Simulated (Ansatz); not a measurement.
# Does disorder add resistance in series? Au(111) layers with 75 % Ru

Two lengths of the disordered region are known. What area resistance does the third give?

**Method.** Ansatz 0.2.0, plane waves with PAW datasets at their recommended cutoffs (420 eV for most), Fermi-Dirac smearing; ballistic transmission by layer matching. The area resistance is RA = A (h/2e²)(1/T − 1/N), with T the zone-mean transmission per spin and N the lead's channels, both averaged over a few energies near the Fermi level; for magnets each spin is taken apart, with h/e², and the two conduct in parallel. Lateral cell 2x2, PBE, a fresh random draw for each length.

Results; the value marked ? is to be predicted:

| length (Å) | channels N | RA (fΩ m²) |
| --- | --- | --- |
| 9.42 | 3.210 | 1.16 |
| 18.8 | 3.210 | 1.58 |
| 28.3 | 3.210 | ? |

Worked fit:

Ohm's law makes RA linear in the length: the slope is (1.58 − 1.16)/(18.8 − 9.42) = 0.0442 fΩ m² per Å, or 44 µΩ cm. Then 1.58 + 0.0442 × 9.42. Predicted: 1.99 fΩ m².

What the run gave:

2.05 fΩ m², so the prediction is 2.7 % too low. The three lengths together give 47 µΩ cm. The two increments are 0.42 and 0.47 fΩ m², roughly as Ohm's law has it, though with one draw for each length that is a weak test.

**Limits.** The scatterers repeat sideways with the small cell. The slope is a raw one; a model of isotropic scattering puts it 1.02 times the bulk value over these lengths. Atoms sit unrelaxed on the host's lattice, and the pair may not mix at random in practice. Spin-orbit coupling is left out, which matters for Au.
